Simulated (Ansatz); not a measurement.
Runs of Ansatz 0.2.0 on HfC. It takes space group Fm-3m (No. 225, cubic). The conventional cell has a = 4.650 Å, b = 4.650 Å, c = 4.650 Å, α = 90.00°, β = 90.00°, γ = 90.00°. Hf (site symmetry m-3m) is surrounded by 6 C at 2.33 Å. C (site symmetry m-3m) has 6 Hf at 2.33 Å as nearest neighbours. 

```tsv
task	level	U	cell	k mesh	smearing	hubbard projectors	double counting	points for each segment of the path	atoms under strain	mesh quality	gap on the mesh (eV)	pressure (GPa)	relaxed volume (Å³/atom)
relaxation of cell and atoms	HSE06	-	relaxed	5 × 5 × 5	fermi-dirac 0.05 eV	-	-	-	-	coarse	none	0.0	12.53
single point	PBEsol	-	as given	10 × 10 × 10	gaussian 0.02 eV	-	-	-	-	not flagged	none	-6.5	-
relaxation of cell and atoms	RPBE+D4+U	Hf d U = 3 eV	relaxed	10 × 10 × 10	tetrahedron	ortho-atomic (the default)	fll (the default)	-	-	not flagged	none	0.0	(a)
band structure	HSE06	-	as given	5 × 5 × 5	fermi-dirac 0.05 eV	-	-	4	-	coarse	none	-0.8	-
single point	PBEsol	-	as given	10 × 10 × 10	gaussian 0.1 eV	-	-	-	-	not flagged	none	-6.5	-
single point	PBEsol	-	as given	10 × 10 × 10	gaussian 0.05 eV	-	-	-	-	not flagged	none	-6.5	-
elastic constants	PBEsol	-	as given	7 × 7 × 7	fermi-dirac 0.05 eV	-	-	-	relaxed	not flagged	none	-6.5	-
single point	BLYP	-	as given	10 × 10 × 10	tetrahedron	-	-	-	-	not flagged	none	7.5	-
```

Alike in all rows: potentials or basis Ansatz PAW; no spin polarisation; cutoff (eV) 420.

Question: Fill in the values left out.

Answer: (a) 12.68.

Caveats: some runs use coarse meshes; the PAW data sets come from PBE, with cores solved anew for the run's functional, which leaves a small shift of forces and pressure; the plane-wave basis is chosen anew once the cell has moved, so the energies of steps on either side of that aren't comparable (some runs); with tetrahedron occupations forces and stress needn't match the slope of the energy (some runs); U without spin polarisation on a metal has little footing (some runs); pairwise dispersion overbinds metals, which lowers pressure and volume (some runs); the U is typed as a test and isn't derived for this compound (some runs); spin-orbit coupling is left out, which moves the levels of the heavy elements (some runs).

A k mesh can miss the band edges, and the runs leave out spin-orbit coupling on Hf.

A gap of «none» marks a metal or a gap under the smearing width.
